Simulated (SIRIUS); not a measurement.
A run of SIRIUS 7.10.0 is set up as follows.

Contents of run.py:

```python
import json, subprocess
import numpy as np
from ase import Atoms
from ase.io import read
from ase.calculators.calculator import Calculator, all_changes
from ase.units import Bohr, Hartree, GPa
from ase.calculators.mixing import SumCalculator
from dftd3.ase import DFTD3
from ase.optimize import BFGS
from ase.filters import FrechetCellFilter

class Sirius(Calculator):
    """Writes sirius.json, runs sirius.scf and reads out.json."""
    implemented_properties = ["energy", "free_energy", "forces", "stress", "magmom"]

    def __init__(self, config, files):
        super().__init__()
        self.config, self.files, self.calls = config, files, 0

    def calculate(self, atoms=None, properties=["energy"], system_changes=all_changes):
        super().calculate(atoms, properties, system_changes)
        symbols = atoms.get_chemical_symbols()
        types = list(dict.fromkeys(symbols))
        order = [i for t in types for i, s in enumerate(symbols) if s == t]
        frac = atoms.get_scaled_positions(wrap=False)
        m = atoms.get_initial_magnetic_moments()
        m = m if m.ndim == 2 else np.c_[0 * m, 0 * m, m]
        spin = self.config["parameters"]["num_mag_dims"] > 0
        rows = {t: [list(frac[i]) + (list(m[i]) if spin else []) for i in order if symbols[i] == t] for t in types}
        cell = {"lattice_vectors": (atoms.cell[:] / Bohr).tolist(), "atom_types": types, "atom_files": self.files, "atoms": rows}
        json.dump({**self.config, "unit_cell": cell}, open("sirius.json", "w"), indent=1)
        self.calls += 1
        with open(f"sirius_{self.calls:03d}.out", "w") as log:
            subprocess.run(["sirius.scf", "--input=sirius.json", "--output=out.json"], stdout=log, stderr=subprocess.STDOUT, check=True)
        gs = json.load(open("out.json"))["ground_state"]
        if not gs["converged"]:
            raise RuntimeError("SCF did not converge")
        self.results = {"energy": gs["energy"]["free"] * Hartree, "free_energy": gs["energy"]["free"] * Hartree}
        if "forces" in gs:
            f = np.zeros((len(atoms), 3))
            f[order] = np.array(gs["forces"]) * Hartree / Bohr
            self.results["forces"] = f
        if "stress" in gs:
            s = np.array(gs["stress"]) * Hartree / Bohr**3
            self.results["stress"] = s.flat[[0, 4, 8, 5, 2, 1]]
        if spin:
            self.results["magmom"] = gs["magnetisation"]["total"][2]

atoms = read("Al.cif")

config = {
    "control": {
        "processing_unit": 'cpu',
        "verbosity": 1,
        "print_forces": True,
        "print_stress": True,
    },
    "parameters": {
        "electronic_structure_method": 'pseudopotential',
        "xc_functionals": ['XC_GGA_X_PBE', 'XC_GGA_C_PBE'],
        "gk_cutoff": 6.4,
        "pw_cutoff": 12.8,
        "ngridk": [5, 5, 7],
        "shiftk": [0, 0, 0],
        "smearing": 'fermi_dirac',
        "smearing_width": 0.0018374661,
        "num_bands": 9,
        "num_mag_dims": 0,
        "num_dft_iter": 100,
        "energy_tol": 1e-08,
        "density_tol": 1e-06,
    },
    "iterative_solver": {
        "type": 'davidson',
        "min_tolerance": 1e-09,
        "tolerance_scale": [0.1, 0.25],
    },
    "mixer": {
        "type": 'anderson',
        "beta": 0.7,
        "max_history": 8,
    },
    "settings": {
        "tol_ne": 1e-10,
        "pseudo_grid_cutoff": 6.5,
    },
}
dft = Sirius(config, {'Al': 'Al.json'})
atoms.calc = SumCalculator([dft, DFTD3(method="pbe", damping="d3bj")])
results = {"symbols": atoms.get_chemical_symbols(), "cell": atoms.cell[:].tolist(), "frac": atoms.get_scaled_positions(wrap=False).tolist(), "steps": []}

def note():
    results["steps"].append({"energy": atoms.get_potential_energy(), "cell": atoms.cell[:].tolist(), "positions": atoms.positions.tolist(),
                             "forces": atoms.get_forces().tolist(), "stress": atoms.get_stress().tolist()})
    json.dump(results, open("results.json", "w"))

opt = BFGS(FrechetCellFilter(atoms, scalar_pressure=0.0 * GPa))
opt.attach(note)
results["converged"] = bool(opt.run(fmax=0.02, steps=30))
print("converged:", results["converged"])
print("cell parameters:", atoms.cell.cellpar().round(5))
print("volume per atom (A^3):", round(atoms.get_volume() / len(atoms), 4))
print(atoms.get_scaled_positions().round(6))
json.dump(results, open("results.json", "w"))
```

The input Al.cif:

```cif
data_Al
_cell_length_a 4.54673000
_cell_length_b 4.54672931
_cell_length_c 2.75393000
_cell_angle_alpha 90.00000000
_cell_angle_beta 90.00000000
_cell_angle_gamma 120.00007778
_space_group_name_H-M_alt 'P1'
_space_group_name_Hall 'P 1'
_space_group_IT_number 1
loop_
_space_group_symop_operation_xyz
'x,y,z'
loop_
_atom_site_label
_atom_site_type_symbol
_atom_site_symmetry_multiplicity
_atom_site_Wyckoff_symbol
_atom_site_fract_x
_atom_site_fract_y
_atom_site_fract_z
_atom_site_occupancy
Al1 Al 1 a 0.3333300000 0.6666700000 0.5000000000 1
Al2 Al 1 a 0.6666700000 0.3333300000 0.5000000000 1
```

Potentials or basis: PseudoDojo 0.4.1 PBE standard (scalar relativistic).

Command:

```console
$ upf_to_json Al.upf
$ OMP_NUM_THREADS=1 python run.py
```

(1) What does it give for the relaxed volume?

(2) Predict the band gap on the k mesh.

(3) Estimate the dispersion energy per atom.

(4) Predict the space group after relaxing (to 0.05 Å).

## Answers

(1) 23.83 Å³/atom.

(2) none (metal or under the smearing width).

(3) -0.229 eV.

(4) P6/mmm (No. 191).

Caveat: pairwise dispersion overbinds metals, which lowers pressure and volume.
